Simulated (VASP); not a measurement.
# Ag (Im-3m) in VASP: single point with PBE

Aim: the single point of Ag with PBE.

All numbers are computed with VASP 6.6.1; they aren't measurements. Logs are shortened: lines on timing, memory, paths and dates and some standing lists are left out, and cuts for length are marked.

### 1 Starting point

It takes space group Im-3m (No. 229, cubic). Conventional cell: a = 4.235 Å, b = 4.235 Å, c = 4.235 Å, α = 90.00°, β = 90.00°, γ = 90.00°. Around Ag (site symmetry m-3m) lie 8 Ag at 3.67 Å.

The cell was built by a generator and needn't be a form met in nature.

### 2 Single point, PBE

File INCAR:

```
SYSTEM = Ag
PREC     = Accurate       ! precision mode
ENCUT    = 520            ! plane-wave cutoff, eV
EDIFF    = 1E-6           ! SCF threshold, eV
ISMEAR   = 0              ! smearing method
SIGMA    = 0.0261         ! smearing width, eV
LREAL    = .False.        ! projectors in reciprocal space
LASPH    = .True.         ! aspherical terms in the spheres
NELM     = 60             ! most SCF steps
ALGO     = Normal         ! electronic algorithm
ISIF     = 2              ! what is computed and relaxed
LWAVE    = .False.        ! write WAVECAR
LCHARG   = .False.        ! write CHGCAR
GGA      = PE             ! functional
NBANDS   = 12             ! bands
```

File KPOINTS:

```
regular mesh
0
Gamma
  11 11 11
  0 0 0
```

File POSCAR:

```
Ag
1.0
   -2.1173370000      2.1173370000      2.1173370000
    2.1173370000     -2.1173370000      2.1173370000
    2.1173370000      2.1173370000     -2.1173370000
Ag
1
Direct
    0.0000000000      0.0000000000      0.0000000000
```

Potentials or basis: VASP PAW PBE potentials, release 64 (Ag).

Started as:

```console
$ cat potpaw_PBE.64/Ag/POTCAR > POTCAR
$ mpirun -np 1 vasp_std > vasp.out
```

OUTCAR:

```text
SYSTEM = Ag
   PREC = Accurate
   ENCUT = 520
   EDIFF = 1E-6
   ISMEAR = 0
   LREAL = .False.
   LASPH = .True.
   NELM = 60
   ISIF = 2
   GGA = PE

 ion  position               nearest neighbor table
   1  0.000  0.000  0.000-

  LATTYP: Found a body centered cubic cell.
 ALAT       =     4.2346740000

  Lattice vectors:

 A1 = (  -2.1173370000,   2.1173370000,   2.1173370000)
 A2 = (   2.1173370000,  -2.1173370000,   2.1173370000)
 A3 = (   2.1173370000,   2.1173370000,  -2.1173370000)

Analysis of symmetry for initial positions (statically):
=====================================================================
 Subroutine PRICEL returns:
 Original cell was already a primitive cell.

 Routine SETGRP: Setting up the symmetry group for a
 body centered cubic supercell.

 Subroutine GETGRP returns: Found 48 space group operations
 (whereof 48 operations were pure point group operations)
 out of a pool of 48 trial point group operations.

The static configuration has the point symmetry O_h .

Analysis of symmetry for dynamics (positions and initial velocities):
=====================================================================
 Subroutine PRICEL returns:
 Original cell was already a primitive cell.

 Routine SETGRP: Setting up the symmetry group for a
 body centered cubic supercell.

 Subroutine GETGRP returns: Found 48 space group operations
 (whereof 48 operations were pure point group operations)
 out of a pool of 48 trial point group operations.

The dynamic configuration has the point symmetry O_h .

 Subroutine INISYM returns: Found 48 space group operations
 (whereof 48 operations are pure point group operations),
 and found     1 'primitive' translations

----------------------------------------------------------------------------------------

                                     Primitive cell

  volume of cell :      37.9691

  direct lattice vectors                    reciprocal lattice vectors
    -2.117337000  2.117337000  2.117337000     0.000000000  0.236145687  0.236145687
     2.117337000 -2.117337000  2.117337000     0.236145687  0.000000000  0.236145687
     2.117337000  2.117337000 -2.117337000     0.236145687  0.236145687  0.000000000

  length of vectors
     3.667335261  3.667335261  3.667335261     0.333960433  0.333960433  0.333960433

  position of ions in fractional coordinates (direct lattice)
[... 78 lines left out ...]
   LREAL  =      F    real-space projection
   EDIFFG = 0.1E-04   stopping-criterion for IOM
   NSW    =      0    number of steps for IOM
   IBRION =     -1    ionic relax: 0-MD 1-quasi-New 2-CG
   NFREE  =      0    steps in history (QN), initial steepest desc. (CG)
   ISIF   =      2    stress and relaxation
   ISYM   =      2    0-nonsym 1-usesym 2-fastsym
   POTIM  = 0.5000    time-step for ionic-motion
   TEBEG  =    0.0;   TEEND  =   0.0 temperature during run
   PSTRESS=    0.0 pullay stress
   NELECT =      11.0000    total number of electrons
   NUPDOWN=      -1.0000    fix difference up-down
   EMIN   =  10.00;   EMAX   =-10.00  energy-range for DOS
   EFERMI =   0.00;   METHOD = LEGACY
   ISMEAR =     0;   SIGMA  =   0.03  broadening in eV -4-tet -1-fermi 0-gaus
   EFERMI_NEDOS =   21; number of points for ismear=-14 and -15
   IALGO  =     38    algorithm
   IMIX   =      4    mixing-type and parameters
     AMIX     =   0.40;   BMIX     =  1.00
     AMIX_MAG =   1.60;   BMIX_MAG =  1.00
  volume/ion in A,a.u.               =      37.97       256.23
  Fermi-wavevector in a.u.,A,eV,Ry     =   1.083251  2.047047 15.965520  1.173433
  Thomas-Fermi vector in A             =   2.219312
   LORBIT       =      0    0 simple, 1 ext, 2 COOP (PROOUT), +10 PAW based schemes
   GGA     = PE    functional components
   LHFCALC =     F    Hartree Fock is set to
   AEXX    =    0.0000 exact exchange contribution
   IVDW    =     0    specifies the selected vdW correction
   LEPSILON=     F    determine dielectric tensor
   LRPA    =     F    only Hartree local field effects (RPA)
 non-spin polarized calculation
 Gauss-broadening in eV      SIGMA  =   0.03
  energy-cutoff  :      520.00
  volume of cell :       37.97
 maximum number of plane-waves:      1036
   NGX = 13   NGY = 13   NGZ = 13

 number of electron      11.0000001 magnetization

 Free energy of the ion-electron system (eV)
  ---------------------------------------------------
  ext. energy  EPLUGINS =         0.00000000
  ---------------------------------------------------
  free energy    TOTEN  =        -1.54576316 eV

  energy without entropy =       -1.54539284  energy(sigma->0) =       -1.54557800

 E-fermi :   1.2779     XC(G=0):  -8.1038

 val. band max:        1.2622107895   @ k =  -0.3636   0.4545   0.0909
 cond. band min:       1.4388411469   @ k =   0.1818   0.1818   0.1818
 fundamental gap:      0.1766303574
 Fermi energy:         1.2778810886

 k-point     1 :       0.0000    0.0000    0.0000
  band No.  band energies     occupation
      1      -2.4037      2.00000
      2      -2.1745      2.00000
      3      -2.1745      2.00000
      4      -2.1745      2.00000
      5      -1.8564      2.00000
      6      -1.8564      2.00000
      7      13.8506      0.00000
      8      13.8506      0.00000
      9      13.8506      0.00000
     10      15.2765      0.00000
     11      15.2765      0.00000
     12      15.2765      0.00000
[... 331 lines left out ...]
 k-point    24 :       0.3636    0.1818    0.0909
  band No.  band energies     occupation
      1      -2.3213      2.00000
      2      -2.2354      2.00000
      3      -1.9065      2.00000
      4      -1.8557      2.00000
      5      -1.8243      2.00000
      6       2.7258      0.00000
      7       3.5034      0.00000
      8       6.5650      0.00000
      9       8.3660      0.00000
     10      16.4784      0.00000
     11      17.9421      0.00000
     12      18.8367      0.00000

 [... further k-points ...]
[... 5 lines left out ...]
  --------------------------------------------------------------------------------------
  -------------------------------------------------------------------------------------
  Total       -1.8152061     -1.8152061     -1.8152061     -0.0000000     -0.0000000     -0.0000000
  in kB      -76.5960849    -76.5960849    -76.5960849     -0.0000000     -0.0000000     -0.0000000
  external PRESSURE =     -76.5960849 kB  Pullay stress =       0.0000000 kB

 VOLUME and BASIS-vectors are now :
 -----------------------------------------------------------------------------
  energy-cutoff  :      520.00
  volume of cell :       37.97
      direct lattice vectors                 reciprocal lattice vectors
    -2.117337000  2.117337000  2.117337000     0.000000000  0.236145687  0.236145687
     2.117337000 -2.117337000  2.117337000     0.236145687  0.000000000  0.236145687
     2.117337000  2.117337000 -2.117337000     0.236145687  0.236145687  0.000000000

 POSITION                                       TOTAL-FORCE (eV/Angst)
 -----------------------------------------------------------------------------------
      0.00000      0.00000      0.00000         0.000000      0.000000      0.000000
 -----------------------------------------------------------------------------------
    total drift:                                0.000000      0.000000      0.000000

  FREE ENERGIE OF THE ION-ELECTRON SYSTEM (eV)
  ---------------------------------------------------
  free  energy   TOTEN  =        -1.5457631611 eV

  energy  without entropy=       -1.5453928413  energy(sigma->0) =       -1.54557800
```

OSZICAR:

```text
N       E                     dE             d eps       ncg     rms          rms(c)
DAV:   1     0.474954773555E+02    0.47495E+02   -0.47615E+03  1384   0.726E+02
DAV:   2    -0.793149892898E+00   -0.48289E+02   -0.44266E+02  1524   0.157E+02
DAV:   3    -0.157245125527E+01   -0.77930E+00   -0.77855E+00  1592   0.221E+01
DAV:   4    -0.157546965524E+01   -0.30184E-02   -0.30183E-02  1492   0.146E+00
DAV:   5    -0.157551028988E+01   -0.40635E-04   -0.40635E-04  1552   0.167E-01    0.917E-01
DAV:   6    -0.154285326993E+01    0.32657E-01   -0.15270E-01  1476   0.323E+00    0.811E-01
DAV:   7    -0.154433711458E+01   -0.14838E-02   -0.15000E-03  1428   0.299E-01    0.501E-01
DAV:   8    -0.154569735065E+01   -0.13602E-02   -0.16887E-03  1400   0.323E-01    0.418E-02
DAV:   9    -0.154576026218E+01   -0.62912E-04   -0.52483E-05  1544   0.522E-02    0.898E-03
DAV:  10    -0.154576312377E+01   -0.28616E-05   -0.48292E-06  1448   0.153E-02    0.153E-03
DAV:  11    -0.154576316115E+01   -0.37380E-07   -0.73359E-08   820   0.192E-03
   1 F= -.15457632E+01 E0= -.15455780E+01  d E =-.370320E-03
```

Run time: 10 s. Hardware: 1 thread of AMD EPYC 9R45 (Zen 5), shared host; peak memory 0.13 GiB.

Results:

```yaml
Free_energy: -1.5458 eV
Pressure: -7.7 GPa
Band_gap_on_the_k_mesh: none (metal or under the smearing width)
```
